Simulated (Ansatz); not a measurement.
Crystal: Fe.

```
Fe
1.0
    -1.44300    1.44300    1.44300
     1.44300   -1.44300    1.44300
     1.44300    1.44300   -1.44300
Fe
1
Direct
  0.00000 0.00000 0.00000
```

```yaml
Program: Ansatz 0.2.0
Task: relaxation of cell and atoms
Functional: PBE
Dispersion: D3(BJ)
Potentials_or_basis: all-electron LAPW, scalar-relativistic
Basis_error_allowed: 0.001 eV/atom
k_mesh: 13 × 13 × 13
Occupations: fermi-dirac, width 0.05 eV
Spin: collinear spin, ferromagnetic start
Starting_moments: "[3.0] μB"
```

At the start: volume 12.02 Å³/atom.

**Question.** Where does the relaxation end?

**Answer.** Over 6 steps the energy falls by 51.9 meV/atom and the volume is 11.01 Å³/atom (-8.4 %); space group Im-3m (No. 229, to 0.05 Å); moment 2.08 μB per cell.

The path:
| step | energy change (eV) | largest force (eV/Å) | volume (Å³) |
| --- | --- | --- | --- |
| 1 | 0.0000 | 0.0000 | 12.02 |
| 2 | -0.0437 | 0.0000 | 11.39 |
| 3 | -0.0509 | 0.0000 | 10.89 |
| 4 | -0.0519 | 0.0000 | 11.01 |
| 5 | -0.0519 | 0.0000 | 11.01 |
| 6 | -0.0519 | 0.0000 | 11.01 |

Final structure:
```
Fe
1.0
    -1.40150    1.40150    1.40150
     1.40150   -1.40150    1.40150
     1.40150    1.40150   -1.40150
Fe
1
Direct
  0.00000 0.00000 0.00000
```
